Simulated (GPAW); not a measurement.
Crystal: KBr.

```
Br K
1.0
     0.00000    3.30000    3.30000
     3.30000    0.00000    3.30000
     3.30000    3.30000    0.00000
Br K
1 1
Direct
  0.50000 0.50000 0.50000
  0.00000 0.00000 0.00000
```

```yaml
Program: GPAW 26.7.0
Task: relaxation of cell and atoms
Functional: PBEsol
Dispersion: D3(BJ)
Potentials_or_basis: PAW data sets generated in the run's folder for this functional
Cutoff: 600 eV
Basis: pw
k_mesh: 7 × 7 × 7
Occupations: fermi-dirac, width 0.05 eV
Spin: no spin polarisation
```

At the start: pressure -1.3 GPa; volume 35.94 Å³/atom.

Question: Where does the relaxation end?

Answer: Over 4 steps the energy falls by 12.8 meV/atom and the volume is 33.02 Å³/atom (-8.1 %); space group Fm-3m (No. 225, to 0.05 Å).

Step by step:
```tsv
step	energy change (eV)	largest force (eV/Å)	pressure (GPa)	volume (Å³)
1	0.0000	0.0000	-1.29	71.87
2	-0.0034	0.0000	-1.22	71.43
3	-0.0250	0.0000	0.22	65.18
4	-0.0255	0.0000	-0.03	66.03
```

Final structure:
```
CELL_PARAMETERS angstrom
0.00000 3.20808 3.20808
3.20808 0.00000 3.20808
3.20808 3.20808 0.00000
ATOMIC_POSITIONS crystal
Br 0.50000 0.50000 0.50000
K 0.00000 0.00000 0.00000
```

Caveat: later steps reuse the first step's grids.
